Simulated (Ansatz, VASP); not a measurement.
One calculation of Au, two programs

INCAR

```
SYSTEM = Au
ALGO = Normal ; EDIFF = 1E-6
ENCUT = 520 ; GGA = PE
ISIF = 2 ; ISMEAR = -1
LASPH = .TRUE. ; LCHARG = .FALSE.
LREAL = .FALSE. ; LWAVE = .FALSE.
NBANDS = 12 ; NELM = 100
PREC = Accurate ; SIGMA = 0.1
```

Contents of KPOINTS:

```
k-points
0
G
  14 14 14
  0 0 0
```

The input POSCAR:

```
Au
1.0
    0.0000000000      2.0782552709      2.0782552709
    2.0782552709      0.0000000000      2.0782552709
    2.0782552709      2.0782552709      0.0000000000
Au
1
Direct
    0.0000000000      0.0000000000      0.0000000000
```

Input for Ansatz:

```yaml
crystal:
  lattice:
    - [0.0, 2.0782552709, 2.0782552709]
    - [2.0782552709, 0.0, 2.0782552709]
    - [2.0782552709, 2.0782552709, 0.0]
  atoms:
    - { symbol: Au, position: [0.0, 0.0, 0.0] }
hamiltonian:
  xc: pbe
  pseudopotentials:
    kind: paw
    azcp:
      Au: "pseudopotentials/Au.paw.azcp"
basis:
  ecutwfc: 420
  fft_grid_basis: typed
kpoints:
  mp_grid: { grid: [14, 14, 14], shift: [0, 0, 0] }
magnetization:
  spin_polarized: false
scf:
  occupations: { method: fermi_dirac, width: 0.1 }
  lower_state_search: "off"
output:
  stress: true
  write_density: true
  write_potential: true
  elf: true
  volumetric_format: npy
```

Alike in both runs: task single point; functional PBE; k mesh 14 × 14 × 14; occupations fermi-dirac, width 0.1 eV; no spin polarisation.

|  | VASP | Ansatz |
| --- | --- | --- |
| version | VASP 6.6.1 | Ansatz 0.2.0 |
| potentials or method | VASP PAW PBE potentials, release 64 (Au) | plane waves (420 eV) with PAW, scalar-relativistic |
| plane-wave cutoff (eV) | 520 | 420 |
| valence electrons in the cell | 11 | 19 |

|  | VASP | Ansatz | Ansatz less VASP |
| --- | --- | --- | --- |
| pressure (GPa) | -0.1 | 0.1 | +0.24 |

The functional is the same, so the differences come from potentials, cutoffs and numerics. The two sets of potentials don't hold the same shells in valence.

The runs have no spin-orbit coupling, so splittings on Au are missing.
